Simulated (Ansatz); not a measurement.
Starting cell, InN (zinc blende):

```yaml
crystal:
  lattice:
    - [0.00000, 5.04898, 5.04898]
    - [2.52449, 2.52449, 5.04898]
    - [2.52449, 2.52449, 0.00000]
  atoms:
    - { symbol: N, position: [0.00000, 0.75000, 0.75000] }
    - { symbol: N, position: [0.50000, 0.75000, 0.75000] }
    - { symbol: In, position: [0.00000, 0.00000, 0.00000] }
    - { symbol: In, position: [0.50000, 0.00000, 0.00000] }
```

The atoms are displaced by Q × the pattern below (from a DFPT mode at X = (0.5, 0.5, 0.0), largest move 1; Q in Å), at fixed cell. (q is in reciprocal vectors of the primitive cell; the cell shown is doubled to hold the pattern.)

| atom | x | y | z |
|---|---|---|---|
| N1 | 0.000 | 0.000 | 1.000 |
| N2 | 0.000 | 0.000 | -1.000 |

Atoms not listed stay in place.

Calculation: PBE (plane waves to 420 eV, PAW, scalar-relativistic; Ansatz, a program for electronic structure). k mesh 11×11×11 (Γ-centred), Fermi-Dirac smearing 0.05 eV. Energies are smeared free energies. With partly filled bands, energies and forces of such displacements shift with the k mesh and the smearing. At this level the bands of InN touch or barely overlap; measurements give the solid a gap. InN was relaxed with its symmetry unable to fall. The zero of ΔE is the undisplaced structure. The last digit holds for this mesh only.

```
Q (Å)    ΔE (meV/cell)
-------  -------------
-0.1000          150.0
-0.0833       withheld
-0.0667           66.8
-0.0500           37.6
-0.0333           16.7
-0.0167            4.2
0.0000             0.0
0.0167             4.2
0.0333            16.7
0.0500            37.6
0.0667            66.8
0.0833        withheld
0.1000           150.0
```

Task: Fit an even polynomial form (powers 2, 4) to the given rows and predict ΔE at Q = -0.0833.

Result: Least squares on the 11 given rows: ΔE = (15040)·Q² + (-4028)·Q⁴, in meV/cell with Q in Å; root-mean-square residual 0.02 meV/cell. At -0.0833 the fit gives 104.2 meV/cell; the calculation gives 104.2 meV/cell, the same to the digits shown. The quadratic term alone would give 104.4 meV/cell.

(A displaced cell: forces are minus the slopes of the energy, force constants its curvatures, and phonons follow from these.)
